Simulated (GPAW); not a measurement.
Mg5Ge:

```
CELL_PARAMETERS angstrom
0.00000 4.09676 4.09676
4.09676 0.00000 4.09676
4.09676 4.09676 0.00000
ATOMIC_POSITIONS crystal
Ge 0.00000 0.00000 0.00000
Mg 0.62516 0.12451 0.62516
Mg 0.62516 0.62516 0.12451
Mg 0.62516 0.62516 0.62516
Mg 0.12451 0.62516 0.62516
Mg 0.25000 0.25000 0.25000
```

The cell comes from a database or a generator and needn't be the stable form of this composition.

* Program: GPAW 26.7.0
* Task: relaxation of cell and atoms
* Functional: PBEsol
* Dispersion: D3(BJ)+ATM
* Potentials or basis: PAW data sets generated in the run's folder for this functional
* Cutoff: 800 eV
* Basis: pw
* k mesh: 4 × 4 × 4
* Occupations: fermi-dirac, width 0.05 eV
* Spin: no spin polarisation

At the start: pressure -1.7 GPa; volume 22.92 Å³/atom.

Task: Where does the relaxation end?

Result: Over 5 steps the energy falls by 2.1 meV/atom and the volume is 22.54 Å³/atom (-1.7 %); space group F-43m (No. 216, to 0.05 Å).

Step by step:
```
step  energy change (eV)  largest force (eV/Å)  pressure (GPa)  volume (Å³)
   1              0.0000                0.0045           -1.74       137.52
   2             -0.0025                0.0064           -1.59       137.27
   3             -0.0122                0.0293            0.34       134.70
   4             -0.0128                0.0218            0.05       135.13
   5             -0.0129                0.0159           -0.01       135.22
```

Final structure:
```xyz
6
Lattice="0.0000 4.0738 4.0738 4.0738 0.0000 4.0738 4.0738 4.0738 0.0000" Properties=species:S:1:pos:R:3 pbc="T T T"
Ge    0.0000    0.0000    0.0000
Mg    3.0549    5.0926    3.0549
Mg    3.0549    3.0549    5.0926
Mg    5.0926    5.0926    5.0926
Mg    5.0926    3.0549    3.0549
Mg    2.0369    2.0369    2.0369
```

Caveat: later steps reuse the first step's grids; pairwise dispersion overbinds metals, which lowers pressure and volume.
